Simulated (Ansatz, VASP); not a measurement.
# Two plane-wave programs on InSe

```
In Se
1.0
     1.98658    1.14695    8.38335
    -1.98658    1.14695    8.38335
     0.00000   -2.29390    8.38335
In Se
2 2
Cartesian
  0.0000 0.0000 22.3483
  0.0000 0.0000 0.0000
  0.0000 0.0000 4.3233
  0.0000 0.0000 9.6450
```

Change from the starting cell: volume scaled by 0.98.

Alike in both runs: task single point; functional PBEsol; k mesh 8 × 8 × 8; occupations fermi-dirac, width 0.05 eV; no spin polarisation.

|  | VASP | Ansatz |
| --- | --- | --- |
| version | VASP 6.6.1 | Ansatz 0.2.0 |
| potentials or method | VASP PAW PBE potentials, release 64 (In_d, Se) | Ansatz PAW |
| plane-wave cutoff (eV) | 520 | 420 |
| valence electrons in the cell | 38 | 58 |

```csv
,VASP,Ansatz,Ansatz less VASP
gap on the k mesh at the Fermi level (eV),0.38,0.40,+0.013
least direct gap on the mesh (eV),0.38,0.40,+0.013
pressure (GPa),1.3,1.3,-0.07
largest component of the traceless stress (GPa),0.76,0.75,-0.013
rms of the force components (eV/Å),0.193,0.181,-0.0117
```

Atom by atom the forces differ by 0.012 eV/Å (rms over components). With one functional, cell and mesh, what is left measures potentials, basis and numerics. The two sets of potentials don't hold the same shells in valence.

Caveats: spin-orbit coupling is left out, which moves the levels of the heavy elements; the PAW data sets were made with another functional, which shifts forces and pressure a little (VASP); the PAW data sets come from PBE, with cores solved anew for the run's functional, which leaves a small shift of forces and pressure (Ansatz). A k mesh can miss the band edges.
